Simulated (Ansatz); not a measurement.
# Ru (Ruthenium): the cost of one run

Program: Ansatz 0.2.0. Level of theory: DFT PBE+D3(BJ), scalar-relativistic, plane waves, PAW. These are calculated values, not measurements.

1 further run of the same task is left out (set aside as unsound or not needed).

### Step 1. The starting structure

It takes space group P6_3/mmc (No. 194, hexagonal). The conventional cell has a = 2.698 Å, b = 2.698 Å, c = 4.266 Å, α = 90.00°, β = 90.00°, γ = 120.00°. Around Ru (site symmetry -6m2) lie 12 Ru at 2.64 to 2.70 Å.

Structure file:

```xyz
2
Lattice="2.6976 0.0000 0.0000 -1.3488 2.3362 0.0000 0.0000 0.0000 4.2658" Properties=species:S:1:pos:R:3 pbc="T T T"
Ru    0.0000    1.5575    1.0665
Ru    1.3488    0.7787    3.1994
```

This cell was relaxed beforehand with the same method: volume 13.44 Å³/atom, gap on the mesh none (metal).

### Step 2. Cutting the slab

Miller indices refer to the conventional cell of the relaxed bulk, P6_3/mmc (No. 194): a = 2.698 Å, b = 2.698 Å, c = 4.266 Å, α = 90.00°, β = 90.00°, γ = 120.00°.

A (001) slab, 4.3 Å thick as cut, with 17 Å of vacuum; its outer planes are Ru (top) and Ru (bottom).

The slab as cut. Layers, bottom to top:

```tsv
plane	atoms per cell	height over the lowest (Å)
1	Ru	0.00
2	Ru	2.13
3	Ru	4.27
```

### Step 3. The clean surface, relaxed

input.yaml reads:

```yaml
crystal:
  lattice:
    - [2.6975947778, 0.0, 0.0]
    - [-1.3487973889, 2.3361856067, 0.0]
    - [0.0, 0.0, 21.2658179936]
  atoms:
    - { symbol: Ru, position: [0.3333333333, 0.6666666667, 0.399702471] }
    - { symbol: Ru, position: [0.6666666667, 0.3333333333, 0.5] }
    - { symbol: Ru, position: [0.3333333333, 0.6666666667, 0.600297529] }
basis:
  ecutwfc: 420
kpoints:
  mp_grid: { grid: [12, 12, 1] }
hamiltonian:
  xc: pbe
  dispersion: d3bj
scf:
  occupations: { method: gaussian, width: 0.1 }
output:
  forces: true
  eigenvalues: true
  write_density: true
  write_potential: true
  elf: true
  volumetric_format: npy
relax:
  adjacent_minimum: "off"
  f_tol: 0.03
  max_steps: 70
  constraints: [{ sites: [0] }]
efield:
  axis: 3
  dipole_correction: true
```

The run is started by

```console
$ ansatz run input.yaml --threads 1 --pin off --max-ram 2560MiB --backend cpu --events-out ev --progress --plain --runs-dir out
```

Q: Estimate wall time and peak memory on 1 thread of Arm Neoverse V1, shared host.

About 37 s, with a peak of 0.36 GiB.
